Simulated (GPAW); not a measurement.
# AlN (honeycomb monolayer): G0W0 with GPAW, start to end, part 2 of 2

Wanted: ground state, empty states, screening and self-energy for AlN (honeycomb monolayer).

GPAW 26.7.0; LDA and many-body steps on it, plane waves. Known limits of the many-body steps: short of the basis limit.

So far. Step 3 (Bands along the symmetry lines): The gap is 3.003 eV, as in the run before at this level. Step 4 (Empty states on the mesh, 12×12×1 mesh, 224 bands): On this mesh the gap is 3.003 eV.

## (5) Screening and self-energy, 12×12×1 mesh, 99 bands, screening to 60 eV

G0W0 replaces the xc potential by the self-energy, built once from these orbitals. Only a window of levels is corrected, while the sums run over the empty bands that the input names.

This step: G0W0 on LDA, plane waves, PAW.

run.py

```python
import json
import numpy as np
from gpaw.mpi import world
from gpaw.response.g0w0 import G0W0

gw = G0W0('full.gpw',
    filename='gw',
    kpts=[0, 9],
    bands=(2, 6),
    ecut=60,
    nbands=99,
    truncation='2D',
    integrate_gamma='sphere',
    q0_correction=True,
    frequencies={'type': 'nonlinear', 'domega0': 0.15, 'omega2': 15.0},
    eta=0.1,
    nblocksmax=True)
gw.calculate()
res = {mode: {k: v for k, v in r.items() if k != 'sigma_eskwn'}
       for mode, r in gw.all_results.items()}

if world.rank == 0:
    with open('result.json', 'w') as f:
        json.dump(res, f, default=lambda x: x.tolist())
```

Command:

```console
mpirun -n 16 gpaw python run.py
```

The log of the run:

```text
Using integrator: PointIntegrator
NonLinearFrequencyDescriptor(from 0.000 to 78.187 eV, 166 points)
Nonperiodic BCs:  [False False  True]
Using integrator: PointIntegrator
NonLinearFrequencyDescriptor(from 0.000 to 78.187 eV, 166 points)
Nonperiodic BCs:  [False False  True]
Applying analytical 2D correction to W:
    Evaluating Gamma point contribution to W on a 13x13x1 grid
  ___  _ _ _
 |   || | | |
 | | || | | |
 |__ ||_____|
 |___|

BZ k-points: Symmetries present (total): 12

  [... matrices ...]
144 k-points: 12 x 12 x 1 Monkhorst-Pack grid + [1/24,1/24,0.000000]
19 k-points in the irreducible part of the Brillouin zone
       k-points in crystal coordinates                weights
   0:    -0.00000000   -0.00000000    0.00000000          1/144
   1:     0.08333333   -0.00000000    0.00000000          6/144
   2:     0.16666667   -0.08333333    0.00000000          6/144
   3:     0.16666667   -0.00000000    0.00000000          6/144
   4:     0.25000000   -0.08333333    0.00000000         12/144
   5:     0.25000000   -0.00000000    0.00000000          6/144
   6:     0.33333333   -0.16666667    0.00000000          6/144
   7:     0.33333333   -0.08333333    0.00000000         12/144
   8:     0.33333333   -0.00000000    0.00000000          6/144
   9:     0.33333333    0.33333333    0.00000000          2/144
          ...
  18:     0.50000000    0.50000000    0.00000000          3/144

Distributing spins, k-points and bands (1 x 2 x 4) over 2 processes
Number of blocks: 8

Quasi particle states:
k-points (IBZ indices): [0, 9]
Band range: (2, 6)
  [... matrices ...]
Computational parameters:
Plane wave cut-off: 60 eV
Number of bands: 99
Coulomb cutoff: 2D
Broadening: 0.1 eV

fxc modes: GW
Kernel: RPA
Using full-frequency real axis integration
Summing all q:

Calculating screened Coulomb potential
2D Coulomb truncation
NonLinearFrequencyDescriptor(from 0.000 to 78.187 eV, 166 points)
Removing empty qpoint cache files...

Calculating chi0 body with:
    Ground state adapter containing:
    Number of spins: 1
    Number of kpoints: 144
    Number of irreducible kpoints: 19
    Number of completely occupied states: 4
    Number of partially occupied states: 4
    Occupied states memory: 1.38427734375 M / cpu

    Linear response parametrization:
    q_c: [-2.081668e-17, -2.081668e-17, 0.0]
    Number of frequency points: 166
    Planewave cutoff: 60.0
    Number of bands: 99
    Number of planewaves: 81
    Broadening (eta): 0.1
    comm.size: 16
    kncomm.size: 2
    blockcomm.size: 8

    Memory estimate of potentially large arrays:
        chi0_wGG: 2.077343 M / cpu
Integrating chi0 body.

Symmetries of q_c:
    Direct symmetries (Uq -> q): 12
    Indirect symmetries (TUq -> q): 12
In total 24 allowed symmetries.

  [... matrices ...]
19 groups of equivalent kpoints. 86.805556% reduction.

Integral kind: spectral function
Integrating chi0 head and wings.

Symmetries of q_c:
    Direct symmetries (Uq -> q): 12
    Indirect symmetries (TUq -> q): 12
In total 24 allowed symmetries.

  [... matrices ...]
19 groups of equivalent kpoints. 86.805556% reduction.

Integral kind: spectral function wings

Calculating chi0 body with:
    Ground state adapter containing:
    Number of spins: 1
    Number of kpoints: 144
    Number of irreducible kpoints: 19
    Number of completely occupied states: 4
    Number of partially occupied states: 4
[... the further q-points ...]

Results:
f:      Occupation numbers
eps:     KS-eigenvalues [eV]
vxc:     KS vxc [eV]
exx:     Exact exchange [eV]
sigma:   Self-energies [eV]
dsigma:  Self-energy derivatives
Z:       Renormalization factors
qp:      QP-energies [eV]

k-point 0 (0): (-0.000, -0.000, 0.000)                GW
band       f     eps     vxc     exx   sigma  dsigma       Z      qp
                                                                   GW
   2   1.000  -3.803 -18.117 -22.237   2.912  -0.282   0.780  -4.745
   3   1.000  -3.803 -18.117 -22.237   2.912  -0.282   0.780  -4.745
   4   0.000  -0.107  -7.770  -4.256  -2.047  -0.167   0.857   1.151
   5   0.000   2.251  -5.544  -2.887  -1.419  -0.146   0.872   3.330

k-point 1 (9): (0.333, 0.333, 0.000)                GW
band       f     eps     vxc     exx   sigma  dsigma       Z      qp
                                                                   GW
   2   1.000  -6.821 -15.399 -20.466   3.200  -0.353   0.739  -8.201
   3   1.000  -3.110 -15.827 -19.540   2.286  -0.284   0.779  -4.222
   4   0.000   2.942  -8.937  -4.078  -2.904  -0.223   0.818   4.541
   5   0.000   5.105 -10.606  -5.198  -3.119  -0.302   0.768   6.864
```

The job ended after 61 s (16 MPI ranks of Arm Neoverse V2, shared host; peak memory 5.2 GiB).

Numbers from this step:

| Quantity | Value |
| --- | --- |
| G0W0 gap on the mesh | 5.374 eV |
| least direct G0W0 gap on the computed points | 5.896 eV |
| Z at the valence top | 0.7789 |
| Z at the conduction bottom | 0.8572 |
| starting gap on the mesh | 3.003 eV |
| k of the valence top | 0.3333, 0.3333, 0 |
| k of the conduction bottom | 0, 0, 0 |

The gap on the mesh goes from 3.00 eV to 5.37 eV, a correction of +2.37 eV.

Limits: finite bands, cutoff and mesh. v1 is the top filled band, c1 the lowest empty one. Levels before and after the correction, in eV, zero at the valence-band top of each column:

|  | conduction bottom | valence top |
| --- | --- | --- |
| Kohn-Sham | 3.00 | 0.00 |
| G0W0 | 5.37 | 0.00 |

|  | level | energy (eV) |
| --- | --- | --- |
| Kohn-Sham | Γ v2-v1 | -0.694 |
| Kohn-Sham | Γ c1 | 3.003 |
| Kohn-Sham | Γ c2 | 5.361 |
| Kohn-Sham | (0.333 0.333 0) v2 | -3.711 |
| Kohn-Sham | (0.333 0.333 0) v1 | 0.000 |
| Kohn-Sham | (0.333 0.333 0) c1 | 6.051 |
| Kohn-Sham | (0.333 0.333 0) c2 | 8.215 |
| G0W0 | Γ v2-v1 | -0.522 |
| G0W0 | Γ c1 | 5.374 |
| G0W0 | Γ c2 | 7.552 |
| G0W0 | (0.333 0.333 0) v2 | -3.979 |
| G0W0 | (0.333 0.333 0) v1 | 0.000 |
| G0W0 | (0.333 0.333 0) c1 | 8.763 |
| G0W0 | (0.333 0.333 0) c2 | 11.086 |

## (6) Where the time went

Times are wall times on 16 MPI ranks of Arm Neoverse V2, shared host, good to a factor of about two.

```
                          step   time  share  memory (GiB)
                  ground state  3.4 s    3 %           2.2
bands along the symmetry lines  3.2 s    3 %           2.5
      empty states on the mesh   55 s   45 %           2.7
     screening and self-energy   61 s   50 %           5.2
```

## (7) Results

| Item | Value |
| --- | --- |
| LDA gap | 3.00 eV, indirect |
| G0W0 gap on the mesh | 5.37 eV |
| GW settings | 12×12×1 mesh, 99 bands, screening to 60 eV, full frequency, Hilbert transform |
| known limits | short of the basis limit |

G0W0 moves the gap on the mesh from 3.00 eV to 5.37 eV (+2.37 eV), with Z of 0.78 and 0.86 at the edges. Bands and cutoff are finite, so the gap stands short of the basis limit, usually by up to a few tenths of an eV; the mesh is an error of its own. In this program the long-wavelength screening can come out low in d oxides and layered crystals.

[Long decimals in the printed logs are rounded to 6 places.]

[Logs are printed without paths, hosts, clocks, repeated set-up lines and the standing remarks that a program may print on its own settings, such as how far it seeks lower states.]

[Paths, hosts, dates, memory and timing lines, banners, echoed tables and standing remarks are left out of the program output; an Ansatz launch command may be rebuilt from the run's recorded settings. Measured values are a selection of at most five: reports struck by readers or far from the other reports are left out. None is set beside runs whose start may be inverted or whose files or cutoffs have a known fault.]

[Runs of the session that timed out or met a known fault of the program may be left out.]

[Hosts, paths, dates, database ids (printed as entryN), source tags and the programs' standing remarks are cut or masked in the printed files.]

[Where the starting crystal was built by hand or by swapping elements, it need not be the compound's stable phase.]
